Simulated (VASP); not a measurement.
Input of a VASP 6.6.1 run:

File INCAR:

```
SYSTEM = Be2C
PREC     = Accurate       ! precision mode
ENCUT    = 600            ! plane-wave cutoff, eV
EDIFF    = 1E-7           ! SCF threshold, eV
ISMEAR   = 0              ! smearing method
SIGMA    = 0.1            ! smearing width, eV
LREAL    = .FALSE.        ! projectors in reciprocal space
LASPH    = .TRUE.         ! aspherical terms in the spheres
NELM     = 60             ! most SCF steps
ALGO     = Normal         ! electronic algorithm
ISIF     = 3              ! what is computed and relaxed
LWAVE    = .FALSE.        ! write WAVECAR
LCHARG   = .FALSE.        ! write CHGCAR
GGA      = CA             ! functional
IBRION   = 2              ! ionic algorithm
NSW      = 100            ! ionic steps
EDIFFG   = -0.05          ! ionic threshold
```

KPOINTS

```
regular mesh
0
G
  8 8 8
  0 0 0
```

POSCAR

```
Be2C
1.0
    0.0000000000      2.1650000000      2.1650000000
    2.1650000000      0.0000000000      2.1650000000
    2.1650000000      2.1650000000      0.0000000000
Be C
2 1
Direct
    0.2500000000      0.2500000000      0.2500000000
    0.7500000000      0.7500000000      0.7500000000
    0.0000000000      0.0000000000      0.0000000000
```

Potentials or basis: VASP PAW LDA potentials, release 64 (Be, C).

The run is started by

```sh
$ cat potpaw_LDA.64/Be/POTCAR potpaw_LDA.64/C/POTCAR > POTCAR
$ mpirun -np 1 vasp_std > vasp.out
```

(1) Predict the band gap on the k mesh.

(2) Predict the relaxed cell.

(3) What does it give for the relaxed volume?

## Answers

(1) 1.20 eV, indirect (least direct gap 4.10 eV).

(2) a = 3.020 Å, b = 3.020 Å, c = 3.020 Å, α = 60.00°, β = 60.00°, γ = 60.00°.

(3) 6.49 Å³/atom.
